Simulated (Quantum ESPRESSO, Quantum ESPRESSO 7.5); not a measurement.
# 2H-MoTe2, 1 layer, rectangular cell, stepped through strain along the second axis

Aim: how the results for 2H-MoTe2, 1 layer, rectangular cell change with strain along the second axis.

Method: plane-wave DFT, PBE, GBRV ultrasoft pseudopotentials, in Quantum ESPRESSO 7.5.

Report form: the programs' logs are mostly left out.

## 1. Starting point

The cell holds 6 atoms: 4 Te and 2 Mo. Its edges and angles: a = 3.550 Å, b = 6.149 Å, c = 18.774 Å, α = 90.0°, β = 90.0°, γ = 90.0°. It derives from MoTe2. Vacuum lies along c.

Set-up: Cell and atoms are first relaxed; each strained cell is then held, the other axis too, and the atoms relax in it. A periodic run with 15 Å of vacuum in the starting cell gives the vacuum levels, and bands follow along a path.

Members -2, -1, 0, 1 and 2 took the same steps and show in the table alone.

## 2. Relaxing cell and ions of the reference

What the set-up leaves free in this member is relaxed.

The input, ref.relax.in:

```
&control
  prefix = 'ref.relax'
  outdir = './out'
  pseudo_dir = './pseudo'
  nstep = 80
  forc_conv_thr = 0.0004
  calculation = 'vc-relax'
  etot_conv_thr = 1e-06
/
&system
  ibrav = 0
  nat = 6
  ntyp = 2
  ecutwfc = 50
  ecutrho = 250
  occupations = 'smearing'
  smearing = 'fd'
  degauss = 0.004
/
&electrons
  conv_thr = 1e-09
  mixing_beta = 0.4
  electron_maxstep = 120
  mixing_mode = 'plain'
/
&ions
/
&cell
  cell_dofree = '2Dxy'
  press_conv_thr = 0.3
/
ATOMIC_SPECIES
  Te  127.6000  te_pbe_v1.uspp.F.UPF
  Mo  95.9500  mo_pbe_v1.uspp.F.UPF
CELL_PARAMETERS angstrom
  3.55000000000000 0.00000000000000 0.00000000000000
  0.00000000000000 6.14878036686951 0.00000000000000
  0.00000000000000 0.00000000000000 18.77410263064833
ATOMIC_POSITIONS crystal
  Te  0.999999999900 0.333333333300 0.399486470675
  Te  0.500000000000 0.833333333300 0.399486470675
  Mo  0.000000000000 0.000000000000 0.500000000000
  Mo  0.500000000000 0.500000000000 0.500000000000
  Te  0.999999999900 0.333333333300 0.600513529325
  Te  0.500000000000 0.833333333300 0.600513529325
K_POINTS automatic
  8 6 1 0 0 0
```

Command:

```sh
$ OMP_NUM_THREADS=1 mpirun -n 4 pw.x -nk 2 -in ref.relax.in > ref.relax.out
```

It took 11 min on 4 MPI ranks of Arm Neoverse V2, shared host; peak memory 1.1 GiB; 44 min of CPU time.

Relaxation path:

```
step  energy less that of the first step (eV)  largest force (eV/Å)  volume (Å³)
   1                                   0.0000                0.8337       409.80
   2                                  -0.0528                0.6252       408.93
   3                                  -0.0920                0.3873       408.21
   4                                  -0.1146                0.0159       407.69
   5                                  -0.1159                0.0101       408.19
   6                                  -0.1171                0.0079       408.75
   7                                  -0.1186                0.0065       409.59
   8                                  -0.1204                0.0043       410.85
   9                                  -0.1219                0.0011       412.74
  10                                  -0.1220                0.0001       413.62
  11                                  -0.1220                0.0001       413.62
  12                                  -0.1222                0.0003       413.62
```

```
cell as run  before  after  change
      a (Å)   3.550  3.566  +0.5 %
      b (Å)   6.149  6.177  +0.5 %
```

The atoms that moved most (Å, along periodic axes as changes of fractional coordinates times the final cell, across vacuum about the mean position):

```
atom     dx     dy      dz  length
 Te6  0.000  0.000  -0.075   0.075
 Te2  0.000  0.000   0.075   0.075
 Te5  0.000  0.000  -0.075   0.075
 Te1  0.000  0.000   0.075   0.075
```

The relaxed structure:

```xyz
6
Lattice="3.5664 0.0000 0.0000 0.0000 6.1774 0.0000 0.0000 0.0000 18.7741" Properties=species:S:1:pos:R:3
Te    3.5664    2.0591    7.5754
Te    1.7832    5.1479    7.5754
Mo    0.0000    0.0000    9.3871
Mo    1.7832    3.0887    9.3871
Te    3.5664    2.0591   11.1987
Te    1.7832    5.1479   11.1987
```

 The last row is no step: it is a fresh SCF in the final cell with a new plane-wave basis, -0 meV from the row before.

Read from the output:

```
free energy  : -5235.1804 eV
Fermi energy : 1.049 eV
```

## 3. Relaxing the ions, -4 %

The input, m0.relax.in:

```
&control
  prefix = 'm0.relax'
  outdir = './out'
  pseudo_dir = './pseudo'
  nstep = 40
  forc_conv_thr = 0.0003
  calculation = 'relax'
  tstress = .true.
/
&system
  ibrav = 0
  nat = 6
  ntyp = 2
  ecutwfc = 50
  ecutrho = 250
  occupations = 'smearing'
  smearing = 'fd'
  degauss = 0.002
/
&electrons
  conv_thr = 1e-09
  mixing_beta = 0.4
  electron_maxstep = 120
  mixing_mode = 'plain'
/
&ions
/
ATOMIC_SPECIES
  Te  127.6000  te_pbe_v1.uspp.F.UPF
  Mo  95.9500  mo_pbe_v1.uspp.F.UPF
CELL_PARAMETERS angstrom
  3.56643587700000 0.00000000000000 0.00000000000000
  0.00000000000000 5.93034234816000 0.00000000000000
  0.00000000000000 0.00000000000000 18.77410263100000
ATOMIC_POSITIONS crystal
  Te  0.999999999900 0.333331799500 0.403502200200
  Te  0.500000000000 0.833331937800 0.403502216500
  Mo  0.000000000000 0.000002960500 0.500000000000
  Mo  0.500000000000 0.500002898100 0.500000000000
  Te  0.999999999900 0.333331799500 0.596497799800
  Te  0.500000000000 0.833331937800 0.596497783500
K_POINTS automatic
  8 6 1 0 0 0
```

Command:

```sh
$ OMP_NUM_THREADS=1 mpirun -n 4 pw.x -nk 2 -in m0.relax.in > m0.relax.out
```

It took 6 min on 4 MPI ranks; peak memory 1.1 GiB; 24 min of CPU time.

The steps of the relaxation:

```
step  energy less that of the first step (eV)  largest force (eV/Å)
   1                                   0.0000                0.4271
   2                                  -0.0160                0.2834
   3                                  -0.0253                0.1393
   4                                  -0.0279                0.0427
   5                                  -0.0281                0.0309
   6                                  -0.0282                0.0049
```

The atoms that moved most (Å):

```
atom     dx      dy      dz  length
 Te1  0.000   0.007  -0.028   0.029
 Te5  0.000   0.007   0.028   0.029
 Te2  0.000   0.007  -0.028   0.029
 Te6  0.000   0.007   0.028   0.029
 Mo4  0.000  -0.014   0.000   0.014
 Mo3  0.000  -0.014   0.000   0.014
```

The relaxation lowers the energy by 5 meV an atom.

This step gave:

- free energy: -5235.0812 eV
- Fermi energy: 1.377 eV

## 4. Self-consistent run, -4 %

The self-consistent run of this member.

The input, m0.scf.in:

```
&control
  prefix = 'm0.scf'
  outdir = './out'
  pseudo_dir = './pseudo'
  calculation = 'scf'
  tprnfor = .true.
/
&system
  ibrav = 0
  nat = 6
  ntyp = 2
  ecutwfc = 40
  ecutrho = 200
  occupations = 'smearing'
  smearing = 'fd'
  degauss = 0.002
  nbnd = 30
/
&electrons
  conv_thr = 1e-09
  mixing_beta = 0.4
  electron_maxstep = 120
  mixing_mode = 'plain'
/
ATOMIC_SPECIES
  Te  127.6000  te_pbe_v1.uspp.F.UPF
  Mo  95.9500  mo_pbe_v1.uspp.F.UPF
CELL_PARAMETERS angstrom
  3.56643587700000 0.00000000000000 0.00000000000000
  0.00000000000000 5.93034234816000 0.00000000000000
  0.00000000000000 0.00000000000000 18.77410263100000
ATOMIC_POSITIONS crystal
  Te  0.999999999900 0.334541032100 0.402032807100
  Te  0.500000000000 0.834540984000 0.402032812900
  Mo  0.000000000000 -0.002415277300 0.500000000000
  Mo  0.500000000000 0.497584578300 0.500000000000
  Te  0.999999999900 0.334541032100 0.597967192900
  Te  0.500000000000 0.834540984000 0.597967187100
K_POINTS automatic
  8 6 1 0 0 0
```

Command:

```sh
$ OMP_NUM_THREADS=1 mpirun -n 4 pw.x -nk 2 -in m0.scf.in > m0.scf.out
```

It took 58 s on 4 MPI ranks; peak memory 0.83 GiB; 3.8 min of CPU time.

This step gave:

- free energy: -5235.0556 eV
- Fermi energy: 1.369 eV
- valence top, on the run's zero: 0.8094 eV
- conduction bottom, on the run's zero: 1.974 eV
- gap by band count: 1.165 eV

## 5. Potential by pp.x, -4 %

plot_num = 11 writes the bare and Hartree potential, from which vacuum levels or, in a crystal, the mean potential are read.

The input, m0.pot.in:

```
&inputpp
  prefix = 'm0.scf'
  outdir = './out'
  filplot = 'm0.pot.dat'
  plot_num = 11
/
```

Command:

```sh
$ OMP_NUM_THREADS=1 mpirun -n 4 pp.x -in m0.pot.in > m0.pot.out
```

Wall time 1 s (4 MPI ranks); peak memory 0.13 GiB.

This step gave:

| Item | Value |
| --- | --- |
| slope of the potential above | 2.22e-4 eV/Å |
| upper vacuum line continued to the top atoms, over the valence top | 4.753 eV |
| slope of the potential below | -1.51e-4 eV/Å |
| lower vacuum line continued to the bottom atoms, over the valence top | 4.753 eV |
| vacuum level at the upper face over the valence top of the mesh | 4.754 eV |
| vacuum level at the lower face over the valence top of the mesh | 4.754 eV |

Electrostatic potential energy of an electron; zero at the highest filled level of the SCF mesh. Potential energy, planar mean against z:

```
z (Å)  potential energy, planar mean (eV)
    0                                4.75
    1                                4.75
    2                                4.75
    3                                4.75
    4                                4.75
    5                                4.70
    6                                3.84
    7                                8.75
    8                                11.6
    9                               -14.1
   10                               -7.60
   11                                19.1
   12                                2.25
   13                                4.27
   14                                4.72
   15                                4.75
   16                                4.75
   17                                4.75
   18                                4.75
```

## 6. Band structure, -4 %

Bands along a path place the edges.

m0.bands.in, as its differences from the input of step 4:

```diff
@@ -1,7 +1,6 @@
 &control
-  prefix = 'm0.scf'
+  prefix = 'm0.bands'
   outdir = './out'
   pseudo_dir = './pseudo'
-  calculation = 'scf'
-  tprnfor = .true.
+  calculation = 'bands'
 /
@@ -16,6 +15,6 @@
   degauss = 0.002
-  nbnd = 30
+  nbnd = 32
 /
 &electrons
-  conv_thr = 1e-09
+  conv_thr = 1e-07
   mixing_beta = 0.4
@@ -38,3 +37,8 @@
   Te  0.500000000000 0.834540984000 0.597967187100
-K_POINTS automatic
-  8 6 1 0 0 0
+K_POINTS crystal_b
+5
+  0.0000000000 0.0000000000 0.0000000000 12
+  0.5000000000 0.0000000000 0.0000000000 12
+  0.5000000000 0.5000000000 0.0000000000 12
+  0.0000000000 0.5000000000 0.0000000000 12
+  0.0000000000 0.0000000000 0.0000000000 1
```

Command:

```sh
$ cp -r out/m0.scf.save out/m0.bands.save
$ cp out/m0.scf.xml out/m0.bands.xml
$ OMP_NUM_THREADS=1 mpirun -n 4 pw.x -nk 4 -in m0.bands.in > m0.bands.out
```

Run time: 65 s. Hardware: 4 MPI ranks; peak memory 0.54 GiB; 4.3 min of CPU time.

This step gave:

```
valence top, on the run's zero       : 0.8193 eV
conduction bottom, on the run's zero : 1.952 eV
gap by band count                    : 1.132 eV
```

Band numbers count within the set of bands kept for display. The electronic bands at the labelled points (eV, zero at the highest filled level of the SCF mesh; v1 is the highest filled band, c1 the lowest empty one):

```
  point     v4     v3     v2     v1    c1    c2    c3    c4
      Γ  -0.70  -0.66  -0.66  -0.52  1.54  1.78  3.05  3.12
halfway  -1.22  -0.80  -0.63  -0.07  1.35  1.53  1.77  2.04
      X  -1.62  -1.62  -0.20  -0.20  1.39  1.39  1.72  1.72
halfway  -1.69  -1.69  -0.17  -0.17  1.49  1.49  1.71  1.71
      S  -0.87  -0.87  -0.03  -0.03  1.49  1.49  1.78  1.78
halfway  -1.17  -1.17  -0.49  -0.49  1.17  1.17  1.91  1.91
      Y  -1.07  -1.07  -0.81  -0.81  1.47  1.47  1.97  1.97
halfway  -0.94  -0.68  -0.65  -0.64  1.49  1.57  2.45  2.51
      Γ  -0.70  -0.66  -0.66  -0.52  1.54  1.78  3.05  3.12
```

Along this path the valence top lies between Γ and X and the conduction bottom between S and Y.

## 7. Relaxation with pw.x, -3 %

The input, m1.relax.in:

```
&control
  prefix = 'm1.relax'
  outdir = './out'
  pseudo_dir = './pseudo'
  nstep = 40
  forc_conv_thr = 0.0003
  calculation = 'relax'
  tstress = .true.
/
&system
  ibrav = 0
  nat = 6
  ntyp = 2
  ecutwfc = 50
  ecutrho = 250
  occupations = 'smearing'
  smearing = 'fd'
  degauss = 0.002
/
&electrons
  conv_thr = 1e-09
  mixing_beta = 0.4
  electron_maxstep = 120
  mixing_mode = 'plain'
/
&ions
/
ATOMIC_SPECIES
  Te  127.6000  te_pbe_v1.uspp.F.UPF
  Mo  95.9500  mo_pbe_v1.uspp.F.UPF
CELL_PARAMETERS angstrom
  3.56643587700000 0.00000000000000 0.00000000000000
  0.00000000000000 5.99211674762000 0.00000000000000
  0.00000000000000 0.00000000000000 18.77410263100000
ATOMIC_POSITIONS crystal
  Te  0.999999999900 0.333331799500 0.403502200200
  Te  0.500000000000 0.833331937800 0.403502216500
  Mo  0.000000000000 0.000002960500 0.500000000000
  Mo  0.500000000000 0.500002898100 0.500000000000
  Te  0.999999999900 0.333331799500 0.596497799800
  Te  0.500000000000 0.833331937800 0.596497783500
K_POINTS automatic
  8 6 1 0 0 0
```

Command:

```sh
$ OMP_NUM_THREADS=1 mpirun -n 4 pw.x -nk 2 -in m1.relax.in > m1.relax.out
```

It took 6 min on 4 MPI ranks; peak memory 1.1 GiB; 24 min of CPU time.

Step by step:

```
step  energy less that of the first step (eV)  largest force (eV/Å)
   1                                   0.0000                0.3119
   2                                  -0.0085                0.2108
   3                                  -0.0136                0.1074
   4                                  -0.0152                0.0311
   5                                  -0.0153                0.0222
   6                                  -0.0154                0.0028
```

The atoms that moved most (Å):

```
atom     dx      dy      dz  length
 Te5  0.000   0.005   0.021   0.021
 Te1  0.000   0.005  -0.021   0.021
 Te2  0.000   0.005  -0.021   0.021
 Te6  0.000   0.005   0.021   0.021
 Mo4  0.000  -0.011   0.000   0.011
 Mo3  0.000  -0.011   0.000   0.011
```

The relaxation lowers the energy by 3 meV an atom.

This step gave:

| Property | Result |
| --- | --- |
| free energy | -5235.1259 eV |
| Fermi energy | 1.315 eV |

## 8. Self-consistent run, -3 %

The input, m1.scf.in:

```
&control
  prefix = 'm1.scf'
  outdir = './out'
  pseudo_dir = './pseudo'
  calculation = 'scf'
  tprnfor = .true.
/
&system
  ibrav = 0
  nat = 6
  ntyp = 2
  ecutwfc = 40
  ecutrho = 200
  occupations = 'smearing'
  smearing = 'fd'
  degauss = 0.002
  nbnd = 30
/
&electrons
  conv_thr = 1e-09
  mixing_beta = 0.4
  electron_maxstep = 120
  mixing_mode = 'plain'
/
ATOMIC_SPECIES
  Te  127.6000  te_pbe_v1.uspp.F.UPF
  Mo  95.9500  mo_pbe_v1.uspp.F.UPF
CELL_PARAMETERS angstrom
  3.56643587700000 0.00000000000000 0.00000000000000
  0.00000000000000 5.99211674762000 0.00000000000000
  0.00000000000000 0.00000000000000 18.77410263100000
ATOMIC_POSITIONS crystal
  Te  0.999999999900 0.334212367600 0.402404980500
  Te  0.500000000000 0.834212373400 0.402404999200
  Mo  0.000000000000 -0.001758028300 0.500000000000
  Mo  0.500000000000 0.498241879600 0.500000000000
  Te  0.999999999900 0.334212367600 0.597595019500
  Te  0.500000000000 0.834212373400 0.597595000800
K_POINTS automatic
  8 6 1 0 0 0
```

Command:

```sh
$ OMP_NUM_THREADS=1 mpirun -n 4 pw.x -nk 2 -in m1.scf.in > m1.scf.out
```

Run time: 62 s. Hardware: 4 MPI ranks; peak memory 0.67 GiB.

This step gave:

```
free energy                          : -5235.1002 eV
Fermi energy                         : 1.319 eV
valence top, on the run's zero       : 0.7273 eV
conduction bottom, on the run's zero : 1.912 eV
gap by band count                    : 1.185 eV
```

## 9. Relaxing the ions, 3 %

The input, m7.relax.in:

```
&control
  prefix = 'm7.relax'
  outdir = './out'
  pseudo_dir = './pseudo'
  nstep = 40
  forc_conv_thr = 0.0003
  calculation = 'relax'
  tstress = .true.
/
&system
  ibrav = 0
  nat = 6
  ntyp = 2
  ecutwfc = 50
  ecutrho = 250
  occupations = 'smearing'
  smearing = 'fd'
  degauss = 0.002
/
&electrons
  conv_thr = 1e-09
  mixing_beta = 0.4
  electron_maxstep = 120
  mixing_mode = 'plain'
/
&ions
/
ATOMIC_SPECIES
  Te  127.6000  te_pbe_v1.uspp.F.UPF
  Mo  95.9500  mo_pbe_v1.uspp.F.UPF
CELL_PARAMETERS angstrom
  3.56643587700000 0.00000000000000 0.00000000000000
  0.00000000000000 6.36276314438000 0.00000000000000
  0.00000000000000 0.00000000000000 18.77410263100000
ATOMIC_POSITIONS crystal
  Te  0.999999999900 0.333331799500 0.403502200200
  Te  0.500000000000 0.833331937800 0.403502216500
  Mo  0.000000000000 0.000002960500 0.500000000000
  Mo  0.500000000000 0.500002898100 0.500000000000
  Te  0.999999999900 0.333331799500 0.596497799800
  Te  0.500000000000 0.833331937800 0.596497783500
K_POINTS automatic
  8 6 1 0 0 0
```

Command:

```sh
$ OMP_NUM_THREADS=1 mpirun -n 4 pw.x -nk 2 -in m7.relax.in > m7.relax.out
```

Wall time 5.9 min (4 MPI ranks); peak memory 1.1 GiB.

Relaxation path:

```
step  energy less that of the first step (eV)  largest force (eV/Å)
   1                                   0.0000                0.2652
   2                                  -0.0060                0.1961
   3                                  -0.0102                0.1189
   4                                  -0.0125                0.0235
   5                                  -0.0125                0.0140
   6                                  -0.0126                0.0034
```

The atoms that moved most (Å):

```
atom     dx      dy      dz  length
 Te5  0.000  -0.005  -0.020   0.020
 Te1  0.000  -0.005   0.020   0.020
 Te2  0.000  -0.005   0.020   0.020
 Te6  0.000  -0.005  -0.020   0.020
 Mo4  0.000   0.010   0.000   0.010
 Mo3  0.000   0.010   0.000   0.010
```

Final coordinates:

```cif
data_structure
_symmetry_space_group_name_H-M 'P 1'
_symmetry_Int_Tables_number 1
_cell_length_a 3.5664
_cell_length_b 6.3628
_cell_length_c 18.7741
_cell_angle_alpha 90.000
_cell_angle_beta 90.000
_cell_angle_gamma 90.000
_cell_volume 426.03
loop_
_atom_site_label
_atom_site_type_symbol
_atom_site_fract_x
_atom_site_fract_y
_atom_site_fract_z
_atom_site_occupancy
Te1 Te 0.00000 0.33257 0.40456 1
Te2 Te 0.50000 0.83257 0.40456 1
Mo3 Mo 0.00000 0.00152 0.50000 1
Mo4 Mo 0.50000 0.50152 0.50000 1
Te5 Te 0.00000 0.33257 0.59544 1
Te6 Te 0.50000 0.83257 0.59544 1
```

The relaxation lowers the energy by 2 meV an atom.

Read from the output:

```
free energy  : -5235.1337 eV
Fermi energy : 0.785 eV
```

[end of part 1 of 2]

[Logs are printed without paths, hosts, clocks, repeated set-up lines and the standing remarks that a program may print on its own settings, such as how far it seeks lower states.]

[Hosts, paths, dates, database ids (printed as entryN), source tags and the programs' standing remarks are cut or masked in the printed files.]

[Maps of the electrostatic potential energy from Ansatz leave out the sawtooth potential of an applied field or a dipole correction, so their vacuum need not be flat; planar profiles and work functions include it.]
